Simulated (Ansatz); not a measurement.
# CO: core levels, part 2 of 2

Where do the core levels of CO lie? The cell is a COD entry. Planned: a relaxation, then core holes.

Ansatz 0.2.0; DFT, PBE, plane-wave PAW, default files, scalar-relativistic. Earlier steps stand in the parts before.

### Step 3. Core-level binding energies

Input file input.yaml:

```yaml
crystal:
  lattice:
    - [0.0, 5.63, 5.63]
    - [5.63, 0.0, 5.63]
    - [5.63, 5.63, 0.0]
  atoms:
    - { symbol: C, position: [0.4813755069, 0.4813755069, 0.4813755069] }
    - { symbol: C, position: [0.9813755069, 0.9813755069, 0.9813755069] }
    - { symbol: C, position: [0.9813755069, 0.4813755069, 0.0558734794] }
    - { symbol: C, position: [0.4813755069, 0.9813755069, 0.5558734794] }
    - { symbol: C, position: [0.0558734794, 0.9813755069, 0.4813755069] }
    - { symbol: C, position: [0.5558734794, 0.4813755069, 0.9813755069] }
    - { symbol: C, position: [0.4813755069, 0.0558734794, 0.9813755069] }
    - { symbol: C, position: [0.9813755069, 0.5558734794, 0.4813755069] }
    - { symbol: O, position: [0.0395505613, 0.0395505613, 0.0395505613] }
    - { symbol: O, position: [0.5395505613, 0.5395505613, 0.5395505613] }
    - { symbol: O, position: [0.5395505613, 0.0395505613, 0.3813483162] }
    - { symbol: O, position: [0.0395505613, 0.5395505613, 0.8813483162] }
    - { symbol: O, position: [0.3813483162, 0.5395505613, 0.0395505613] }
    - { symbol: O, position: [0.8813483162, 0.0395505613, 0.5395505613] }
    - { symbol: O, position: [0.0395505613, 0.3813483162, 0.5395505613] }
    - { symbol: O, position: [0.5395505613, 0.8813483162, 0.0395505613] }
kpoints:
  mp_grid: { grid: [4, 4, 4] }
scf:
  occupations: { method: fixed }
hamiltonian:
  xc: pbe
  pseudopotentials: { kind: paw }
output:
  forces: true
  efg: { quadrupole_moments_barn: { O: -0.02558 }, contact_densities: true }
  core_levels: { shells: { C: "1s", O: "1s" }, counted_from: valence_top }
```

Launch:

```sh
ansatz run input.yaml --threads 1 --pin off --max-ram 2560MiB --backend cpu --events-out ev --progress --plain --runs-dir out
```

The log of the run:

```text
Warning: RAYON_NUM_THREADS=1 ignored (pool sized by the plan → 1); use --threads N
Engine: ansatz 0.2.0, x86_64-unknown-linux-gnu
Pseudopotentials: kind: paw
Pseudopotential: C, paw, valence charge 4, recommended cutoff 420 eV (normal), C.paw.azcp
Pseudopotential: O, paw, valence charge 6, recommended cutoff 420 eV (normal), O.paw.azcp
Functional definition: PBE
  parameter kappa = 0.804
  parameter beta = 0.06672455060314922
  exchange = pbe_x(kappa = kappa, mu = beta*pi^2/3)
  correlation = pbe_c(beta = beta)
Crystal: 16 atoms, lattice volume = 356.907 Å³
Basis set: ecut = 420 eV, 6879 PW (Γ), exchange–correlation on 108×108×108 points (8 copies of the dense FFT grid, shifted against one another)
Bands: 56, of which v1, the nominal top of the filled ones, is band 40 counted from 1 (39 counted from 0)
Symmetry: 24 space group operations
Space group: P213 (ITA 198), of the structure as read, at distance tolerance 7.1e-5 Å
k-points: 8 of 64 (time reversal used)
Non-local potential: C, projectors of the file, l = 0: 2, l = 1: 2, l = 2: 1
Non-local potential: O, projectors of the file, l = 0: 2, l = 1: 2, l = 2: 1
PAW form: soft (Blöchl's): semilocal exchange-correlation on the pseudo side does not see the compensation charge
PAW one-centre angular grid: C, 110 points (default); XC on 64 Gauss nodes
PAW one-centre angular grid: O, 110 points (default); XC on 64 Gauss nodes
Initial density: superposition of atomic densities (neutral atoms: chi_scale 0, normalization atom), corrected by the library's trained network
Initial wavefunctions: pseudopotential atomic-orbital guess
Functional: x = pbe(κ = 0.804, μ = 0.2195149727645171), c = pbe(β = 0.06672455060314922)
SCF iter   1: F=—  HF=-6533.044877 eV  |F-HF|=—  |Δ(HF+E_count)|=         —  Δρ=1.20e-2  dr2=4.28e-1  ethr=1.77e-3  ⟨swp⟩=4.5  Hψ=1542  notcnv=0  defer=94
preconditioner: auto → Resta (q_TF=auto, 2.126 Å⁻¹)  ε∞=3.7  [insulator: Δε(μ)=6.005 eV  Ē_g=9.630 eV  n_scr=58 (ndim 8)  ℏωp=15.7 eV  f_vac=0.204  ε∞_Penn≈3.7]
SCF iter   2: F=—  HF=-6532.996262 eV  |F-HF|=—  |Δ(HF+E_count)|=   4.86e-2  Δρ=6.05e-3  dr2=8.58e-2  ethr=5.35e-4  ⟨swp⟩=2.0  Hψ=816  notcnv=0  defer=105
SCF iter   3: F=—  HF=-6532.984771 eV  |F-HF|=—  |Δ(HF+E_count)|=   1.15e-2  Δρ=2.33e-3  dr2=1.23e-2  ethr=1.07e-4  ⟨swp⟩=3.0  Hψ=682  notcnv=0  defer=36
automatic band count: iteration 3 solves 47 bands in place of 56: the levels show a gap, and the empty bands left out lie too high to hold charge; the band table lists the bands solved (type scf.n_extra_bands for more)
SCF iter   4: F=—  HF=-6532.987214 eV  |F-HF|=—  |Δ(HF+E_count)|=   2.44e-3  Δρ=3.28e-4  dr2=2.90e-4  ethr=1.53e-5  ⟨swp⟩=2.9  Hψ=631  notcnv=0  defer=38
SCF iter   5: F=—  HF=-6532.987361 eV  |F-HF|=—  |Δ(HF+E_count)|=   1.46e-4  Δρ=8.22e-5  dr2=2.42e-5  ethr=3.63e-7  ⟨swp⟩=3.0  Hψ=605  notcnv=0  defer=21
SCF iter   6: F=—  HF=-6532.987319 eV  |F-HF|=—  |Δ(HF+E_count)|=   4.17e-5  Δρ=2.35e-5  dr2=1.33e-6  ethr=3.03e-8  ⟨swp⟩=2.0  Hψ=549  notcnv=0  defer=19
SCF iter   7: F=-6532.987319 eV  HF=-6532.987319 eV  |F-HF|=2.58e-8  |Δ(HF+E_count)|=   2.80e-7  Δρ=5.36e-6  dr2=5.79e-8  ethr=1.25e-10  ⟨swp⟩=11.8  Hψ=2057  notcnv=0
SCF 1 converged in 7 iterations: F = -6532.987319 eV  dr2 = 5.79e-8
── core hole 1/2: 1s of C 0 ──
── 1s of C 0: 287.615 eV over the cell without the hole, in 19 iterations ──
── core hole 2/2: 1s of O 8 ──
── 1s of O 8: 534.095 eV over the cell without the hole, in 15 iterations ──
SCF converged after 7 iterations
Free energy (F): -6532.987319 eV
Harris-Foulkes:  -6532.987319 eV  (|F-HF|=2.58e-8)
Internal energy: -6532.987319 eV  (E = F + TS)
E sigma→0 (E₀):  -6532.987319 eV
Fermi energy:    -4.222967 eV
--- Per-component energies (eV) ---
  E_band       = -852.693257
  E_kinetic    = 2027.412552
  E_local      = -6233.000853  (includes V_loc(G=0)·N_el)
  E_nonlocal   = 623.146613
  E_hartree    = 2120.636782
  E_xc         = -938.652098
  E_vxc        = -1178.500035  (∫ρ·V_xc dr)
  E_paw        = -2053.583241  (= ΣΔE_a)
  E_vpaw       = -333.039584  (= ΣTr[D̂ρ^β])
  E_aug_tail   = 0.019678  (compensation charges beyond the density's cutoff)
  E_ewald      = -2078.966752
  E_smearing   = -0.000000  (= −TS)
  E_closure    = -0.000000  (closes the sum)
  Σ components = -6532.987319   (vs F -6532.987319, Δ=0.00e0)
--- Forces (eV/Å), atoms counted from 1 ---
  atom   1  C     -0.00345754    -0.00345754    -0.00345754
  atom   2  C     -0.00345754    -0.00345754    -0.00345754
  atom   3  C      0.00345754     0.00345754    -0.00345754
  atom   4  C      0.00345754     0.00345754    -0.00345754
  atom   5  C     -0.00345754     0.00345754     0.00345754
  atom   6  C     -0.00345754     0.00345754     0.00345754
  atom   7  C      0.00345754    -0.00345754     0.00345754
  atom   8  C      0.00345754    -0.00345754     0.00345754
  atom   9  O      0.00356769     0.00356769     0.00356769
  atom  10  O      0.00356769     0.00356769     0.00356769
  atom  11  O     -0.00356769    -0.00356769     0.00356769
  atom  12  O     -0.00356769    -0.00356769     0.00356769
  atom  13  O      0.00356769    -0.00356769    -0.00356769
  atom  14  O      0.00356769    -0.00356769    -0.00356769
  atom  15  O     -0.00356769     0.00356769    -0.00356769
  atom  16  O     -0.00356769     0.00356769    -0.00356769
  max |Σ_I F_I| component: 8.24e-18 eV/Å
--- PAW observables at the nuclei: V_zz in 10²¹ V/m², potentials from the cell's mean, atoms counted from 1 ---
  atom   1  C  V_zz =    -9.107199   η = 0.0000   by run symmetry: allowed
            electrostatic potential = -404.767931 V   contact ρ = 875.321018 e/Å³
  atom   2  C  V_zz =    -9.107199   η = 0.0000   by run symmetry: allowed
            electrostatic potential = -404.767931 V   contact ρ = 875.321018 e/Å³
  atom   3  C  V_zz =    -9.107199   η = 0.0000   by run symmetry: allowed
            electrostatic potential = -404.767931 V   contact ρ = 875.321018 e/Å³
  atom   4  C  V_zz =    -9.107199   η = 0.0000   by run symmetry: allowed
            electrostatic potential = -404.767931 V   contact ρ = 875.321018 e/Å³
  atom   5  C  V_zz =    -9.107199   η = 0.0000   by run symmetry: allowed
            electrostatic potential = -404.767931 V   contact ρ = 875.321018 e/Å³
  atom   6  C  V_zz =    -9.107199   η = 0.0000   by run symmetry: allowed
            electrostatic potential = -404.767931 V   contact ρ = 875.321018 e/Å³
  atom   7  C  V_zz =    -9.107199   η = 0.0000   by run symmetry: allowed
            electrostatic potential = -404.767931 V   contact ρ = 875.321018 e/Å³
  atom   8  C  V_zz =    -9.107199   η = 0.0000   by run symmetry: allowed
            electrostatic potential = -404.767931 V   contact ρ = 875.321018 e/Å³
  atom   9  O  V_zz =    -6.339096   η = 0.0000   by run symmetry: allowed   C_q = +3.9209 MHz
            electrostatic potential = -611.121190 V   contact ρ = 2161.127678 e/Å³
  atom  10  O  V_zz =    -6.339096   η = 0.0000   by run symmetry: allowed   C_q = +3.9209 MHz
            electrostatic potential = -611.121190 V   contact ρ = 2161.127678 e/Å³
  atom  11  O  V_zz =    -6.339096   η = 0.0000   by run symmetry: allowed   C_q = +3.9209 MHz
            electrostatic potential = -611.121190 V   contact ρ = 2161.127678 e/Å³
  atom  12  O  V_zz =    -6.339096   η = 0.0000   by run symmetry: allowed   C_q = +3.9209 MHz
            electrostatic potential = -611.121190 V   contact ρ = 2161.127678 e/Å³
  atom  13  O  V_zz =    -6.339096   η = 0.0000   by run symmetry: allowed   C_q = +3.9209 MHz
            electrostatic potential = -611.121190 V   contact ρ = 2161.127678 e/Å³
  atom  14  O  V_zz =    -6.339096   η = 0.0000   by run symmetry: allowed   C_q = +3.9209 MHz
            electrostatic potential = -611.121190 V   contact ρ = 2161.127678 e/Å³
  atom  15  O  V_zz =    -6.339096   η = 0.0000   by run symmetry: allowed   C_q = +3.9209 MHz
            electrostatic potential = -611.121190 V   contact ρ = 2161.127678 e/Å³
  atom  16  O  V_zz =    -6.339096   η = 0.0000   by run symmetry: allowed   C_q = +3.9209 MHz
            electrostatic potential = -611.121190 V   contact ρ = 2161.127678 e/Å³
--- Band table (eV; the first three rows and the last of 8) ---
  k-point 0: bands = ["-24.7202", "-24.6746", "-24.6746", "-24.6746", "-24.6746", "-24.6597", "-24.6597", "-24.6597", "-9.6855", "-9.6855", "-9.6855", "-9.6569", "-9.6569", "-9.6569", "-9.6569", "-9.4861", "-7.4235", "-7.4235", "-7.4235", "-7.4235", "-7.4075", "-7.4075", "-7.4075", "-7.1941", "-7.1941", "-7.0445", "-7.0445", "-7.0445", "-7.0244", "-7.0244", "-7.0244", "-7.0244", "-5.3882", "-4.5196", "-4.5196", "-4.5196", "-4.5196", "-4.2572", "-4.2572", "-4.2572", "1.9954", "1.9954", "1.9954", "2.3575", "2.3575", "2.3575", "2.3575"]
  k-point 1: bands = ["-24.7145", "-24.6852", "-24.6795", "-24.6690", "-24.6686", "-24.6654", "-24.6610", "-24.6549", "-9.7133", "-9.6925", "-9.6836", "-9.6790", "-9.6460", "-9.6262", "-9.6074", "-9.5024", "-7.4537", "-7.4468", "-7.4366", "-7.4269", "-7.3719", "-7.3691", "-7.3474", "-7.1889", "-7.1857", "-7.1258", "-7.0764", "-7.0700", "-7.0522", "-7.0503", "-7.0315", "-7.0173", "-5.2360", "-4.6407", "-4.5187", "-4.4624", "-4.4276", "-4.3452", "-4.2867", "-4.2309", "1.7943", "2.0223", "2.0815", "2.2194", "2.3093", "2.3819", "2.5177"]
  k-point 2: bands = ["-24.7004", "-24.7004", "-24.6772", "-24.6772", "-24.6642", "-24.6642", "-24.6572", "-24.6572", "-9.7149", "-9.7149", "-9.6819", "-9.6819", "-9.6204", "-9.6204", "-9.5474", "-9.5474", "-7.4560", "-7.4560", "-7.4459", "-7.4459", "-7.3221", "-7.3221", "-7.2671", "-7.2671", "-7.1472", "-7.1472", "-7.1405", "-7.1405", "-7.0748", "-7.0748", "-7.0247", "-7.0247", "-4.9187", "-4.9187", "-4.4456", "-4.4456", "-4.3667", "-4.3667", "-4.2998", "-4.2998", "1.8343", "1.8343", "2.1039", "2.1039", "2.3933", "2.3933", "2.5751"]
  k-point 7: bands = ["-24.6905", "-24.6905", "-24.6905", "-24.6905", "-24.6591", "-24.6591", "-24.6591", "-24.6591", "-9.7041", "-9.7041", "-9.7040", "-9.7040", "-9.5747", "-9.5747", "-9.5746", "-9.5746", "-7.4529", "-7.4529", "-7.4508", "-7.4508", "-7.2837", "-7.2837", "-7.2751", "-7.2751", "-7.1617", "-7.1617", "-7.1497", "-7.1497", "-7.0722", "-7.0722", "-7.0667", "-7.0667", "-4.7026", "-4.7026", "-4.7022", "-4.7022", "-4.2993", "-4.2993", "-4.2989", "-4.2989", "1.9043", "1.9043", "1.9169", "1.9169", "2.4415", "2.4415", "2.5115"]
--- Core levels from the valence top, as differences alone (as output.core_levels.counted_from types it; a hole's nearest image at 8.0 Å) ---
  the holes have spin, beside a run without
  atom         alike  shell      binding/eV   shift/eV difference/eV images/eV   SCF
  C 0              8     1s               –     +0.000       287.615         –    19
  O 8              8     1s               –     +0.000       534.095         –    15
  the dataset of C with a 1s hole: scattering error 0.003 eV (0.001 eV in the local channel); free atom: scalar-relativistic, large and small components
  the dataset of O with a 1s hole: scattering error 0.001 eV (0.001 eV in the local channel); free atom: scalar-relativistic, large and small components
  the highest filled level without a hole stands at -4.2230 eV, at the point (0.0000, 0.2500, 0.2500)
  the images' leading term is +2.9316 eV over the dielectric constant and drops out of the shifts between sites that screen alike; how each hole's potential is aligned does not: type output.core_levels.eps_inf
```

Run time: 2.2 min. Hardware: 1 thread of Intel Xeon Platinum 8488C (Sapphire Rapids), shared host; peak memory 0.93 GiB.

The run gives bare total-energy differences, without image correction or alignment, so only shifts between sites of one element carry meaning:

| atom | shell | alike | difference (eV) | shift (eV) |
| --- | --- | --- | --- | --- |
| C 1 | 1s | 8 | 287.61 | +0.00 |
| O 9 | 1s | 8 | 534.09 | +0.00 |

Each element has one site here, so there is no shift to report.

### Step 4. Summary of results

The summary covers parts 1 to 2.

```
                           quantity                                                                value
C 1s energy difference, uncorrected                                                            287.61 eV
O 1s energy difference, uncorrected                                                            534.09 eV
                     state (step 2)  gap on the mesh 6.00 eV, largest force 0.006 eV/Å, pressure 0.6 GPa
   V_zz by site, step 2 (10²¹ V/m²)                                                     C -9.11, O -6.34
        largest C_Q in size, step 2                                                   3.92 MHz, ¹⁷O at O
```

What this shows: Without image correction and alignment these are not binding energies. Absolute values at this level can be off by an eV or more. Multiplets and satellites aren't calculated. A hole's nearest image is 8.0 Å away in this 16-atom cell. The largest gradient sits at C (1 O at 1.13 Å).

These are semilocal Kohn-Sham gaps, which aren't the measured quantity. Such gaps usually fall short of the measured ones.
